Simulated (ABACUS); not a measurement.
The system is Mg.

```
Mg
1.0
     3.20930    0.00000    0.00000
    -1.60465    2.77934    0.00000
     0.00000    0.00000    5.21030
Mg
2
Direct
  0.66667 0.33333 0.75000
  0.33333 0.66667 0.25000
```

* Program: ABACUS 3.10.1
* Task: single point
* Functional: PBE
* Potentials or basis: PseudoDojo NC SR 0.4.1 PBE standard
* Cutoff: 1361 eV
* Density cutoff: 5442 eV
* Basis: DZP LCAO (the cutoffs set its grid)
* k mesh: 10 × 10 × 5
* Occupations: fermi-dirac, width 0.05 eV
* Spin: no spin polarisation

On this cell: pressure -0.1 GPa; largest force under 0.003 eV/Å; band gap on the k mesh none (metal or under the smearing width).

The same run follows on a disturbed copy (atoms moved at random, drawn with an rms of 0.05 Å):

```
CELL_PARAMETERS angstrom
3.20930 0.00000 0.00000
-1.60465 2.77934 0.00000
0.00000 0.00000 5.21030
ATOMIC_POSITIONS crystal
Mg 0.67167 0.33858 0.75431
Mg 0.33659 0.68100 0.24316
```

What changes?

The energy (extrapolated to zero smearing) moves by +2.7 meV/atom; pressure 0.0 GPa; largest force 0.174 eV/Å; band gap on the k mesh none (metal or under the smearing width).

Forces in eV/Å, atoms in the order of the input:
```
Mg  -0.014  0.021 -0.172
Mg   0.014 -0.021  0.172
```

Stress tensor (GPa, compression positive):
```
-0.52  0.07  0.01
 0.07 -0.35 -0.02
 0.01 -0.02  0.76
```

Caveats: the atomic orbitals were generated for these runs and aren't a published set; the basis of atomic orbitals isn't converged, which shifts pressures, moduli and gaps.
